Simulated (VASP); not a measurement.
GaN, 4 atoms in the cell. Symmetry: P6_3mc, No. 186, hexagonal system. The conventional cell has a = 3.217 Å, b = 3.217 Å, c = 5.242 Å, α = 90.00°, β = 90.00°, γ = 120.00°. Ga (site symmetry 3m) has 4 N at 1.97 Å as nearest neighbours. Around N (site symmetry 3m) lie 4 Ga at 1.97 Å. The cell is a database's computed one.

- Program: VASP 6.6.1
- Task: band structure
- Functional: r2SCAN
- Potentials or basis: VASP PAW PBE potentials, release 64 (Ga_d, N)
- Cutoff: 450 eV
- k mesh: 12 × 12 × 8
- Occupations: gaussian, width 0.02 eV
- Spin: no spin polarisation
- Further INCAR settings: ALGO = Normal; EDIFF = 1e-06

Potentials or basis: VASP PAW PBE potentials, release 64 (Ga_d, N).

Launch:

```console
$ cat potpaw_PBE.64/Ga_d/POTCAR potpaw_PBE.64/N/POTCAR > POTCAR
$ mpirun -np 4 vasp_std > vasp.out
```

Hardware: 4 MPI ranks on Intel(R) Xeon(R) Platinum 8488C (Sapphire Rapids), on a shared host.

How long does it take, and how much memory?

Run time: 97 s on 4 MPI ranks on Intel(R) Xeon(R) Platinum 8488C (Sapphire Rapids), on a shared host, peak memory 0.25 GiB a rank. Counts: scf iterations 40, k points 95.
